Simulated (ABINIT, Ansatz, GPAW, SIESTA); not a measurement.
# Al2Ru: programs and potentials compared

```
Ru Al
1.0
    -1.56042    1.56042    4.22181
     1.56042   -1.56042    4.22181
     1.56042    1.56042   -4.22181
Ru Al
1 2
Direct
  0.00000 0.00000 0.00000
  0.34080 0.34080 0.00000
  0.65920 0.65920 0.00000
```

The cell comes from a database or a generator and needn't be the stable form of this composition.

Alike in all runs: task single point; functional PBEsol; k mesh 12 × 12 × 12; occupations fermi-dirac, width 0.05 eV; no spin polarisation; no spin-orbit coupling. Pressure is positive in compression and, in plane waves, holds the error of the finite cutoff.

```csv
program and potentials,plane-wave cutoff (eV),notes,band gap (eV),pressure (GPa)
"ABINIT, PseudoDojo NC SR PBEsol v0.4.1 standard",1143,-,no gap,-0.45
"GPAW, PAW data sets generated for this functional",600,-,no gap,0.30
"Ansatz, all-electron LAPW, scalar-relativistic",-,-,no gap,-0.49
"SIESTA, files PseudoDojo sr-pbesol-0.4.1-standard, DZP (energy shift 0.003 Ry; two zetas on semicore shells)",-,atomic basis,no gap,0.88
```

Force on atom 2 (Al), eV/Å:

| program and potentials | x | y | z |
| --- | --- | --- | --- |
| ABINIT, PseudoDojo NC SR PBEsol v0.4.1 standard | 0.000 | 0.000 | 0.031 |
| Ansatz, all-electron LAPW, scalar-relativistic | 0.000 | 0.000 | 0.046 |
| SIESTA, files PseudoDojo sr-pbesol-0.4.1-standard, DZP (energy shift 0.003 Ry; two zetas on semicore shells) | 0.000 | 0.000 | -0.057 |

None finds a gap. The pressure spans -0.49 (Ansatz, all-electron LAPW, scalar-relativistic) to 0.88 GPa (SIESTA, files PseudoDojo sr-pbesol-0.4.1-standard, DZP (energy shift 0.003 Ry; two zetas on semicore shells)), with all-electron results at -0.49. Rows in atomic bases carry the error of their basis and grid, which can be large.

Differences between rows come from potentials, basis sets and numerical settings, since the functional is the same but for its coding. Runs on potential files found faulty are left out.
